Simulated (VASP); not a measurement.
## Tb: single point with PBE

Crystal: Tb.

```xyz
1
Lattice="-2.0435 2.0509 1.9781 2.0484 -2.0528 1.9848 1.9948 2.0042 -1.9800" Properties=species:S:1:pos:R:3 pbc="T T T"
Tb    0.0413   -0.0020   -0.0322
```

The cell isn't the ideal one: cell strained at random at fixed volume.

* Program: VASP 6.6.1
* Task: single point
* Functional: PBE
* Potentials or basis: VASP PAW PBE potentials, release 64 (Tb)
* Cutoff: 520 eV
* k mesh: 9 × 9 × 9
* Occupations: fermi-dirac, width 0.05 eV
* Spin: collinear spin, ferromagnetic start
* Starting moments: [6.0] μB
* Further INCAR settings: ALGO = Normal; EDIFF = 1e-07; NBANDS = 20

```yaml
Pressure: 0.5 GPa
Band_gap_on_the_k_mesh: none (metal or under the smearing width)
Net_moment: 5.96 μB per cell
Site_moments: Tb +5.70 μB
Valence_electrons_inside_the_program's_atomic_spheres: Tb 16.32
```

Stress tensor (GPa, compression positive):
```
 0.40  0.59 -0.05
 0.59  1.01  0.02
-0.05  0.02  0.08
```

Levels at points of the mesh, in eV from the Fermi level:
Spin up:
```csv
k point,band 10,band 11,band 12,band 13,band 14,band 15
"(0.00, 0.00, 0.00)",-4.01,-3.99,-3.41,1.60,1.62,1.89
```
Spin down:
```
           k point  band 4  band 5  band 6  band 7  band 8  band 9
(0.00, 0.00, 0.00)  -20.52   -4.62   -0.28   -0.04    0.04    0.45
```

Run time: 34 min on 1 thread of Intel(R) Xeon(R) Platinum 8488C (Sapphire Rapids) (shared host), peak memory 0.51 GiB.

Caveat: the magnetic or orbital state may not be the lowest; spin-orbit coupling is left out, which moves the levels of the heavy elements. The state reached can hang on the start; a lower one may exist.
